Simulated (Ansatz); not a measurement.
# Ga2O3: biaxial against axial strain

This session takes Ga2O3 and sets out to strain the cell in the xy plane and along z independently.

Method: DFT r2SCAN, scalar-relativistic, plane waves, PAW, in Ansatz 0.2.0.

1 further run of the same task is left out (set aside as unsound or not needed).

### Step 1. The system as given

It takes space group C2/m (No. 12, monoclinic). The conventional cell has a = 12.256 Å, b = 3.039 Å, c = 5.808 Å, α = 90.00°, β = 103.81°, γ = 90.00°. Around Ga (site symmetry m) lie 4 O at 1.83 to 1.87 Å. Around Ga (site symmetry m) lie 6 O at 1.94 to 2.08 Å. Around O (site symmetry m) lie 3 Ga at 1.83 to 1.94 Å. O (site symmetry m) is surrounded by 4 Ga at 1.87 to 2.08 Å. O (site symmetry m) is surrounded by 3 Ga at 1.84 to 1.94 Å.

Coordinates:

```cif
data_structure
_symmetry_space_group_name_H-M 'P 1'
_symmetry_Int_Tables_number 1
_cell_length_a 6.3134
_cell_length_b 6.3134
_cell_length_c 5.8084
_cell_angle_alpha 103.392
_cell_angle_beta 103.392
_cell_angle_gamma 27.854
_cell_volume 105.04
loop_
_atom_site_label
_atom_site_type_symbol
_atom_site_fract_x
_atom_site_fract_y
_atom_site_fract_z
_atom_site_occupancy
Ga1 Ga 0.09052 0.09052 0.79479 1
Ga2 Ga 0.90948 0.90948 0.20521 1
Ga3 Ga 0.65873 0.65873 0.31448 1
Ga4 Ga 0.34127 0.34127 0.68552 1
O1 O 0.16421 0.16421 0.10916 1
O2 O 0.83579 0.83579 0.89084 1
O3 O 0.17334 0.17334 0.56352 1
O4 O 0.82666 0.82666 0.43648 1
O5 O 0.49629 0.49629 0.25624 1
O6 O 0.50371 0.50371 0.74376 1
```

This cell was relaxed beforehand with the same method: volume 10.50 Å³/atom, gap on the mesh 3.03 eV.

### Step 2. Zero of energy

The reference gives a free energy of -18577.8423 eV, pressure 0.00 GPa, largest force 0.001 eV/Å and gap on the mesh 3.03 eV. It was computed beforehand with the settings of the runs below.

### Step 3. The scan: biaxial against axial strain

The cell is strained by p along both x and y and by q along z, with fractional coordinates fixed.

### Step 4. Point p = -0.050, q = -0.050

Contents of input.yaml:

```yaml
crystal:
  lattice:
    - [5.8214494942, -1.4435540478, 0.0024059291]
    - [5.8214494942, 1.4435540478, 0.0024059291]
    - [-1.3189660028, 0.0, 5.3579783838]
  atoms:
    - { symbol: Ga, position: [0.0905209734, 0.0905209734, 0.7947888371] }
    - { symbol: Ga, position: [0.9094790266, 0.9094790266, 0.2052111629] }
    - { symbol: Ga, position: [0.6587278756, 0.6587278756, 0.3144766564] }
    - { symbol: Ga, position: [0.3412721244, 0.3412721244, 0.6855233436] }
    - { symbol: O, position: [0.1642143313, 0.1642143313, 0.1091577319] }
    - { symbol: O, position: [0.8357856687, 0.8357856687, 0.8908422681] }
    - { symbol: O, position: [0.1733419983, 0.1733419983, 0.5635248263] }
    - { symbol: O, position: [0.8266580017, 0.8266580017, 0.4364751737] }
    - { symbol: O, position: [0.4962851432, 0.4962851432, 0.2562373612] }
    - { symbol: O, position: [0.5037148568, 0.5037148568, 0.7437626388] }
basis:
  ecutwfc: 500
kpoints:
  mp_grid: { grid: [8, 8, 4] }
hamiltonian:
  xc: r2scan
scf:
  occupations: { method: gaussian, width: 0.05 }
output:
  forces: true
  stress: true
  eigenvalues: true
```

Started as:

```bash
> ansatz run input.yaml --threads 2 --pin off --max-ram 5120MiB --backend cpu --events-out ev --progress --plain --runs-dir out
```

Further runs follow: At p = -0.050, q = 0.000; p = -0.050, q = 0.050; At p = 0.000, q = -0.050; p = 0.000, q = 0.050; p = 0.050, q = -0.050; point p = 0.050, q = 0.000; p = 0.050, q = 0.050; p = -0.050, q = -0.025; At p = -0.050, q = 0.025.

Before running it: what results should come out? Wanted: highest point; lowest point away from the origin.

As calculated:

```
                         quantity                                        value
                    highest point  185.9 meV/atom at (p, q) = (-0.050, -0.050)
lowest point away from the origin              32.4 meV/atom at (0.000, 0.050)
```

**Reading.** No computed point lies below the origin. At |p| = |q| = 0.050, points where p and q have the same sign cost 159.1 meV/atom on average, those of opposite sign 94.8: stretching in the plane is cheaper with a contraction along z. The gap on the mesh runs from 1.73 to 4.54 eV over the map.
